# Which functional for the gap of barium titanate?

## The elaborate row that gains nothing

The vdW-DF2 row looks wrong. Its correlation energy is the most elaborate in the table, because it links the electron density at one point with the density at distant points. Yet its gap, 2.04 eV, lies among those of the ordinary gradient functionals. (No separate dispersion correction was added; this functional carries its own.)

GPAW 26.7.0, plane-wave PAW DFT without spin polarisation, spin-orbit coupling or an added dispersion correction, for one fixed 5-atom cell of BaTiO3 (space group Amm2). The plane-wave cutoff is 800 eV, the k mesh 5×5×5 and the Fermi-Dirac smearing 0.05 eV. Gaps are spacings between Kohn-Sham levels at points of the mesh.

```
functional                                           potentials  gap on mesh (eV)  direct gap on mesh (eV)
       LDA                 GPAW-PAW-data-sets-(gpaw-data-1.2.1)             1.930                    1.992
       PBE                 GPAW-PAW-data-sets-(gpaw-data-1.2.1)             2.016                    2.085
    revPBE                 GPAW-PAW-data-sets-(gpaw-data-1.2.1)             2.041                    2.111
      RPBE                 GPAW-PAW-data-sets-(gpaw-data-1.2.1)             2.050                    2.121
      BLYP  PAW-data-sets-made-by gpaw-setup-for-the-functional             2.046                    2.115
      PW91  PAW-data-sets-made-by gpaw-setup-for-the-functional             2.012                    2.081
      SCAN                 GPAW-PAW-data-sets-(gpaw-data-1.2.1)             2.409                    2.488
    TB-mBJ                 GPAW-PAW-data-sets-(gpaw-data-1.2.1)             2.732                    2.835
   vdW-DF2                 GPAW-PAW-data-sets-(gpaw-data-1.2.1)             2.044                    2.105
```

The gap on mesh is the energy from the highest filled level to the lowest empty one, each taken at whichever sampled crystal momentum suits it best. For the direct gap, both levels must belong to the same momentum. The atoms stay in the same places in every row, so relaxation plays no part in the differences.

Nothing in the run marks the row as faulty. It suggests that a better description of one part of the energy need not give a better gap. What counts is how the functional changes the potential in which the electrons move, and whether that change treats filled and empty levels differently.

## What the gap measures

In barium titanate the highest filled levels come mainly from oxygen 2p orbitals and the lowest empty ones from titanium 3d orbitals. Crossing the gap therefore moves an electron roughly from oxygen to titanium. A functional opens the gap only if it raises the lowest titanium levels relative to the highest oxygen levels. A potential that shifts both together leaves the gap as it was.

The true gap is the energy needed to remove an electron from the crystal, less the energy gained when one is added. In exact Kohn-Sham theory this becomes

$$E_\mathrm{gap} = \varepsilon_\mathrm{gap} + \Delta .$$

Here $\varepsilon_\mathrm{gap}$ is the spacing between the orbital levels, and $\Delta$ is a jump of the potential when an electron is added. LDA and the gradient functionals (GGAs) have no such jump, so their level spacing is normally too small as an estimate of the gap.

## Changing from one GGA to another

LDA uses only the local density, while PBE also uses its slope. This extra information raises the gap by about 0.09 eV. The five GGAs and vdW-DF2 then all lie within 0.04 eV of one another. Their order inside that narrow band should not guide a choice, because the differences are far smaller than the error of any of these gaps. BLYP and PW91 also use separately made atomic potentials.

The vdW-DF2 result now makes sense. Its long-range term changes the energy of weakly bound pieces of matter, which is what it was designed for. According to theory, it adds only a smooth, weak contribution to the potential, and, as in a GGA, that contribution has no jump when an electron is added. The table agrees with this argument but does not isolate the long-range term, because the exchange and the short-range part of the correlation differ from PBE as well.

## Two rows that use more information

SCAN and TB-mBJ stand apart from the rest. Both use the kinetic-energy density, which measures how strongly the orbitals vary in space. Two regions can have the same density and slope but be built from different orbitals, and this quantity helps to tell them apart.

In SCAN it enters the energy, so the resulting operator responds to the shape of each orbital. The level spacing can then contain part of the missing $\Delta$. From PBE to SCAN the gap grows by 0.39 eV, about ten times the spread among the GGAs and vdW-DF2.

TB-mBJ takes another route. It is a model potential whose general constants were chosen to reproduce measured gaps, and it imitates the missing jump without deriving it from an energy. Its gap lies 0.72 eV above that of PBE. This success in opening the gap is what the potential was built for, and it does not prove that the electron density or the bonding is better.

The table shows the size of both steps. That the kinetic-energy density causes them is an argument from theory, since no row switches that ingredient off while keeping everything else. For another functional, extra information alone is not enough, as the vdW-DF2 row suggests. The useful question is whether that information lets the functional treat filled and empty levels differently.

## One estimate: the colour of the crystal

The error is easier to judge as a colour. Light can lift an electron directly across the gap if its wavelength is shorter than

$$\lambda = \frac{hc}{E_\mathrm{direct}},$$

where $h$ is Planck's constant, $c$ the speed of light and $E_\mathrm{direct}$ the direct gap. The product $hc$ is about 1240 eV nm. For PBE this gives $1240/2.085 \approx 595$ nm, in the yellow-orange part of the spectrum.

A crystal with that edge would absorb green and blue light and look orange or red. Pure barium titanate is nearly colourless. SCAN moves the edge to about 498 nm, which would give a clear yellow, and TB-mBJ to 437 nm, which would still leave a yellowish tint. Every row thus puts the edge in visible light.

The estimate has no adjustable constant, and no row was used to set it. It leaves out the attraction between the excited electron and the hole it leaves behind, as well as the effect of temperature. It is good enough to expose an error of an electronvolt, but not to predict a spectrum. The printed output gives the wavelength for each row.

## How accurate is accurate enough?

As a rough, recalled yardstick, take a measured gap of 3.2 eV. PBE falls short of it by about 1.2 eV. SCAN removes a third of that shortfall and TB-mBJ about 60 per cent, which leaves roughly 0.5 eV.

If the purpose is only to confirm that the material is an insulator, any row will do. If an absorption edge is needed to within 0.1 eV, none will. TB-mBJ only just meets a tolerance of half an electronvolt, and the rough yardstick and the choice of mesh make even that doubtful.

The mesh samples the centre of the zone of crystal momenta but misses its boundary. In cubic barium titanate the highest filled level lies at a corner of that boundary, and this slightly distorted cell should be similar. The smallest gaps, in the first column of numbers, are therefore probably too large, and the true shortfalls larger than those quoted. The size of this error was not calculated, though comparisons between rows should suffer less because they share the mesh.

Spin-orbit coupling is also left out. It should matter little here, because the levels at the gap belong to the light atoms oxygen and titanium and not to heavy barium.

## The structure is a separate choice

A functional that gives a better gap is not automatically the one to use for atomic positions. TB-mBJ has no total energy, so it cannot be used to relax the crystal. The structure has to come from another functional, and that choice matters. In this fixed cell LDA gives a pressure of about −7 GPa and would shrink the crystal, while PBE gives about +4 GPa and would expand it.

SCAN does have a total energy, but its forces at these settings need care. The forces on all atoms should cancel, yet along the polar axis they add up to −0.19 eV/Å. That is more than half of the largest single force in this direction. A finer grid is the usual remedy and should be tested before any relaxation; whether the same noise affects the gap was not tested.

## What to pay for

No running times are given, so costs can be ranked only by the work involved. LDA and the GGAs need nearly the same effort. The long-range term of vdW-DF2 adds work that brings no useful gain in the gap here. SCAN and TB-mBJ must also build the kinetic-energy density, a modest extra beside exact exchange, and the finer grid that SCAN seems to need adds to its bill.

For a first survey, PBE is sufficient if its gap is read as a serious underestimate. For a better gap at a known structure, TB-mBJ is the first choice among these rows, because it was built for gaps. Its bands tend to come out too narrow, however, so effective masses taken from them need care. SCAN is the compromise when energy and gap must come from one functional, provided that its forces have been checked.

Before moving to a dearer functional, include the zone boundary. A 6×6×6 mesh that contains the zone centre also reaches the corner, and has about 1.7 times as many points before symmetry is used. If the gap is needed to 0.1 eV, the next step is a method with exact exchange or an explicit treatment of added and removed electrons. An absorption edge of that accuracy also calls for the attraction between electron and hole and the effect of temperature. Exact exchange couples pairs of orbitals across pairs of mesh points, so it costs far more, and its result would still have to be tested for this crystal.

Printed output of the fit:

```
Gaps and yardsticks:
      row  gap_eV  above_PBE_eV  below_recalled_eV  percent_of_recalled  direct_less_gap_eV  onset_nm
      LDA    1.93        -0.086               1.27                60.31               0.062     622.4
      PBE   2.016             0              1.184                   63               0.069     594.6
   revPBE   2.041         0.025              1.159                63.78                0.07     587.3
     RPBE    2.05         0.034               1.15                64.06               0.071     584.6
     BLYP   2.046          0.03              1.154                63.94               0.069     586.2
     PW91   2.012        -0.004              1.188                62.87               0.069     595.8
     SCAN   2.409         0.393              0.791                75.28               0.079     498.3
   TB-mBJ   2.732         0.716              0.468                85.38               0.103     437.3
  vdW-DF2   2.044         0.028              1.156                63.88               0.061       589
Step from LDA to PBE in eV: 0.086
Step from PBE to SCAN in eV: 0.393
Step from SCAN to TB-mBJ in eV: 0.323
Step from PBE to TB-mBJ in eV: 0.716
Number of rows in the group of GGAs and vdW-DF2: 6
Spread of the gap in that group in eV: 0.038
Step from PBE to SCAN over that spread: 10.34
Percent of the PBE shortfall removed by SCAN: 33.19
Percent of the PBE shortfall removed by TB-mBJ: 60.47
Wavelength of the rough recalled gap in nm: 387.5
Sum of the SCAN forces along z in eV per angstrom: -0.1922
Size of that sum over the largest SCAN z force: 0.5472
Full mesh points of a 6x6x6 mesh over those of 5x5x5: 1.728
```
